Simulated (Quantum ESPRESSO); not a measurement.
# Sb under changes of volume

One of the cells (29.904 Å³/atom); the others are scaled copies at fixed shape and fractional positions:

```
Sb
1.0
     3.12240    0.00000    0.00000
     0.00000    4.34752    0.00000
    -0.03891    0.00000    4.40585
Sb
2
Direct
  0.01139 0.25000 0.24117
  0.98861 0.75000 0.75883
```

This isn't the form of Sb at room conditions, which is rhombohedral.

* Program: Quantum ESPRESSO 7.5
* Functional: PBEsol
* Potentials or basis: GBRV 1.5 PBEsol
* Cutoff: 612 eV
* Density cutoff: 4898 eV
* k mesh: 9 × 6 × 6
* Occupations: fermi-dirac, width 0.05 eV
* Spin: no spin polarisation

```csv
volume (Å³/atom),energy over the lowest point (meV/atom),pressure (GPa)
28.110,2.92,1.2
28.708,0.00,-0.1
29.306,1.86,-1.3
29.904,?,?
30.502,17.84,-3.3
31.100,31.04,-4.2
31.698,47.22,-5.0
```

**Question.** What does the run at 29.904 Å³/atom give?

**Answer.** Energy over the lowest point 7.96 meV/atom; pressure -2.4 GPa.

Worked out: A Birch-Murnaghan fit of order 3 (a polynomial in V^(-2/3)) to the other rows has its minimum at 28.76 Å³/atom with B0 = V·E''(V) = 61 GPa and B' = 4.8 at fixed shape and positions, which overstates the stiffness. It gives 7.97 meV/atom at 29.904 Å³/atom, against the run's 7.96, and -dE/dV = -2.2 GPa, against -2.4.

Energies are extrapolated to zero smearing.
